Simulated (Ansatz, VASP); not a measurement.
## Al in VASP and in Ansatz

```
Al
1.0
    -1.28211    1.28211    1.28211
     1.28211   -1.28211    1.28211
     1.28211    1.28211   -1.28211
Al
1
Direct
  0.00000 0.00000 0.00000
```

Change from the starting cell: volume scaled by 0.52, PAW files.

Alike in both runs: task single point; functional LDA; k mesh 19 × 19 × 19; occupations fermi-dirac, width 0.08 eV; no spin polarisation.

```csv
,VASP,Ansatz
version,VASP 6.6.1,Ansatz 0.2.0
potentials or method,"VASP PAW LDA potentials, release 64 (Al)","PAW with Ansatz's default frozen-core files, scalar-relativistic"
plane-wave cutoff (eV),520,420
valence electrons in the cell,3,3
```

Ansatz gave:

| Item | Value |
| --- | --- |
| pressure (GPa) | 190.3 |

Question: Estimate VASP's values.

Answer: Pressure (GPa): 192.8.

Caveats: the cell as given lies far from equilibrium; so large a pressure means that the cell lies far from this level's equilibrium, or that cutoff or potentials fall short (VASP).
